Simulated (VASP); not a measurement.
Computed with LDA (Ceperley-Alder, Perdew-Zunger), VASP's LDA PAW potentials (set 64) (plane waves; VASP 6.6.1).

VASP input:

### INCAR
```
SYSTEM = GeTe
PREC = Accurate
ENCUT = 210
EDIFF = 1E-6
NELM = 100
ALGO = Normal
LREAL = .FALSE.
LASPH = .TRUE.
ISMEAR = -1
SIGMA = 0.01
LMAXMIX = 4
LWAVE = .FALSE.
LCHARG = .FALSE.
ISIF = 2
```

**KPOINTS**
```
K-points
0
Gamma
5 5 5
```

**POSCAR**
```
GeTe
1
    2.0651720000     1.1923270000     3.6275210000
   -2.0651720000     1.1923270000     3.6275210000
    0.0000000000    -2.3846560000     3.6275210000
Ge Te
1 1
Direct
  0.9922300000   0.9922300000   0.9922300000
  0.5287770000   0.5287770000   0.5287770000
```

POTCAR, in this order: Ge_d Te (LDA.64 set). Program: vasp_std.

Output

**OUTCAR**
```
 ion  position               nearest neighbor table
   1  0.992  0.992  0.992-   2 2.77   2 2.77   2 2.77   2 3.25   2 3.25   2 3.25
   2  0.529  0.529  0.529-   1 2.77   1 2.77   1 2.77   1 3.25   1 3.25   1 3.25
  LATTYP: Found a trigonal (rhomboedric) cell.
 ALAT       =     4.3411389830
 COS(alpha) =     0.5473786124
 Subroutine PRICEL returns:
 Original cell was already a primitive cell.
 Subroutine GETGRP returns: Found  6 space group operations
The static configuration has the point symmetry C_3v.
The dynamic configuration has the point symmetry C_3v.
 Subroutine INISYM returns: Found  6 space group operations
 Subroutine IBZKPT returns following result:
 Found     19 irreducible k-points:

 Following reciprocal coordinates:
            Coordinates               Weight
  0.000000  0.000000  0.000000      1.000000
  0.200000 -0.000000 -0.000000      6.000000
  0.400000  0.000000  0.000000      6.000000
  0.200000  0.200000 -0.000000      6.000000
  0.400000  0.200000 -0.000000     12.000000
 -0.400000  0.200000  0.000000     12.000000
 -0.200000  0.200000  0.000000      6.000000
  0.400000  0.400000 -0.000000      6.000000
...
```

OSZICAR:
```
       N       E                     dE             d eps       ncg     rms          rms(c)
DAV:   1     0.761820841275E+02    0.76182E+02   -0.68683E+03   538   0.120E+03
DAV:   2    -0.291572260187E+01   -0.79098E+02   -0.77982E+02   628   0.275E+02
DAV:   3    -0.823836701008E+01   -0.53226E+01   -0.53188E+01   604   0.628E+01
DAV:   4    -0.830470338158E+01   -0.66336E-01   -0.66334E-01   622   0.753E+00
DAV:   5    -0.830579157157E+01   -0.10882E-02   -0.10882E-02   608   0.881E-01    0.596E+00
DAV:   6    -0.821869161033E+01    0.87100E-01   -0.16688E-01   652   0.590E+00    0.354E+00
DAV:   7    -0.820469582533E+01    0.13996E-01   -0.76422E-02   664   0.378E+00    0.494E-01
DAV:   8    -0.820351379908E+01    0.11820E-02   -0.59033E-03   604   0.897E-01    0.152E-01
DAV:   9    -0.820337925448E+01    0.13454E-03   -0.71733E-04   664   0.300E-01    0.325E-02
DAV:  10    -0.820337705517E+01    0.21993E-05   -0.32643E-05   550   0.425E-02    0.152E-02
DAV:  11    -0.820337719608E+01   -0.14091E-06   -0.15834E-06   494   0.127E-02
   1 F= -.82033772E+01 E0= -.82033772E+01  d E =-.482657E-13
```

**OUTCAR**
```
------------------------ aborting loop because EDIFF is reached ----------------------------------------
  FORCE on cell =-STRESS in cart. coord.  units (eV):
  Direction    XX          YY          ZZ          XY          YZ          ZX
  --------------------------------------------------------------------------------------
  Total      -14.0981331    -14.0981344    -14.4190195     -0.0000000      0.0000026      0.0000000
  in kB     -421.4627074   -421.4627473   -431.0555836     -0.0000000      0.0000792      0.0000000
  external PRESSURE =    -424.6603461 kB  Pullay stress =       0.0000000 kB
  volume of cell :       53.59
      direct lattice vectors                 reciprocal lattice vectors
     2.065172000  1.192327000  3.627521000     0.242110584  0.139782605  0.091890144
    -2.065172000  1.192327000  3.627521000    -0.242110584  0.139782605  0.091890144
     0.000000000 -2.384656000  3.627521000     0.000000000 -0.279565209  0.091890067
 POSITION                                       TOTAL-FORCE (eV/Angst)
 -----------------------------------------------------------------------------------
      0.00000     -0.00000     10.79801         0.000000     -0.000000      0.132320
      0.00000     -0.00000      5.75445         0.000000      0.000000     -0.132320
 -----------------------------------------------------------------------------------
    total drift:                               -0.000000      0.000003      0.001208
  FREE ENERGIE OF THE ION-ELECTRON SYSTEM (eV)
  ---------------------------------------------------
  free  energy   TOTEN  =        -8.2033771961 eV

  energy  without entropy=       -8.2033771961  energy(sigma->0) =       -8.20337720
```
(Selected blocks of OUTCAR.)

At this cut-off the stress carries a Pulay error, which pulls relaxed volumes low.

The structure comes from a computed database's GeTe entry; how it stands against other phases isn't given here. The cell was not relaxed at this level. The run is one of a series of settings (ENCUT = 210 against the base run), some of them coarse on purpose.
